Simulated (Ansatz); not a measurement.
Relaxed AlSb (zinc blende):

```
CELL_PARAMETERS angstrom
      0.00000     3.08862     3.08862
      3.08862     0.00000     3.08862
      3.08862     3.08862     0.00000
ATOMIC_POSITIONS crystal
  Sb 0.75000 0.75000 0.75000
  Al 0.00000 0.00000 0.00000
```

Scan: atom 1 (Sb, nearest neighbour Al at 2.675 Å; its periodic images, 4.4 Å or more away, move with it) is displaced along Cartesian z, direction (0.000, 0.000, 1.000) in Cartesian axes, by s. The other atoms stay.

Computed with r2SCAN (plane waves to 500 eV, PAW, scalar-relativistic; Ansatz, a first-principles code). k mesh 11×11×11 (Γ-centred), Fermi-Dirac smearing 0.05 eV. E stands for the smeared free energy. AlSb was relaxed with its symmetry unable to fall. Spin-orbit coupling is left out, though Sb is heavy. ΔE is measured from the undisplaced structure.

```tsv
s (Å)	ΔE (meV/cell)
-0.530	1015
-0.424	675
-0.318	391
-0.212	177
-0.106	withheld
0.000	0
0.106	withheld
0.212	177
0.318	391
0.424	675
0.530	1015
```

Question: Fit an even polynomial form (powers 2, 4) to the given rows and predict ΔE at s = 0.106.

Answer: Least squares on the 9 given rows: ΔE = (4006)·s² + (-1399)·s⁴, in meV/cell with s in Å; root-mean-square residual 0.1 meV/cell. At 0.106 the fit gives 45 meV/cell; the calculation gives 45 meV/cell, the same to the digits shown. The quadratic term alone would give 45 meV/cell.

(A displaced cell: forces are minus the slopes of the energy, force constants its curvatures, and phonons follow from these.)
